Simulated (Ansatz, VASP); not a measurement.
Given: the input of a run of VASP 6.6.1 on SrO.

INCAR

```
SYSTEM = SrO
PREC     = Accurate       ! precision mode
ENCUT    = 520            ! plane-wave cutoff, eV
EDIFF    = 1E-7           ! SCF threshold, eV
ISMEAR   = -1             ! smearing method
SIGMA    = 0.05           ! smearing width, eV
LREAL    = .False.        ! projectors in reciprocal space
LASPH    = .True.         ! aspherical terms in the spheres
NELM     = 100            ! most SCF steps
ALGO     = Normal         ! electronic algorithm
ISIF     = 2              ! what is computed and relaxed
LWAVE    = .False.        ! write WAVECAR
LCHARG   = .False.        ! write CHGCAR
GGA      = PE             ! functional
NBANDS   = 24             ! bands
```

Contents of KPOINTS:

```
regular mesh
0
Gamma
  9 9 5
  0 0 0
```

Contents of POSCAR:

```
SrO
1.0
    3.5768204852      0.0000000000      0.0000000000
   -1.7884102426      3.0976174050      0.0000000000
    0.0000000000      0.0000000000      6.2584793785
Sr O
2 2
Direct
    0.6666666667      0.3333333333      0.7500000000
    0.3333333333      0.6666666667      0.2500000000
    0.0000000000      0.0000000000      0.5000000000
    0.0000000000      0.0000000000      0.0000000000
```

Potentials or basis: VASP PAW PBE potentials, release 64 (Sr_sv, O).

The run is started by

```console
$ cat potpaw_PBE.64/Sr_sv/POTCAR potpaw_PBE.64/O/POTCAR > POTCAR
$ mpirun -np 1 vasp_std > vasp.out
```

Translate it to Ansatz 0.2.0. Potentials there: Ansatz PAW.

As run (the cutoff follows the program's own potentials):

input.yaml

```yaml
crystal:
  lattice:
    - [3.5768204852, 0.0, 0.0]
    - [-1.7884102426, 3.097617405, 0.0]
    - [0.0, 0.0, 6.2584793785]
  atoms:
    - { symbol: Sr, position: [0.6666666667, 0.3333333333, 0.75] }
    - { symbol: Sr, position: [0.3333333333, 0.6666666667, 0.25] }
    - { symbol: O, position: [0.0, 0.0, 0.5] }
    - { symbol: O, position: [0.0, 0.0, 0.0] }
hamiltonian:
  xc: pbe
  pseudopotentials: { kind: paw }
kpoints:
  mp_grid: { grid: [9, 9, 5] }
scf:
  occupations: { method: fermi_dirac, width: 0.05 }
output:
  forces: true
  stress: true
  eigenvalues: true
```

Potentials or basis: Ansatz PAW.

The run is started by

```console
$ ansatz run input.yaml --threads 2 --pin off --max-ram 5120MiB --backend cpu --events-out ev --progress --plain --runs-dir out
```

Both were run:

|  | VASP | Ansatz | Ansatz less VASP |
| --- | --- | --- | --- |
| gap on the k mesh at the Fermi level (eV) | 2.97 | 2.97 | +0.003 |
| least direct gap on the mesh (eV) | 2.97 | 2.97 | +0.003 |
| pressure (GPa) | 0.3 | -0.2 | -0.51 |
| largest component of the traceless stress (GPa) | 0.33 | 0.32 | -0.012 |

With one functional, cell and mesh, what is left measures potentials, basis and numerics.

Caveats: an odd mesh through Γ misses points on the zone boundary, where band edges often lie (VASP); odd divisions of the mesh miss points on the zone boundary, where band edges often lie, so the gap on the mesh can be too wide (Ansatz); the pressure holds a Pulay correction of +0.4 GPa for the finite cutoff (Ansatz).
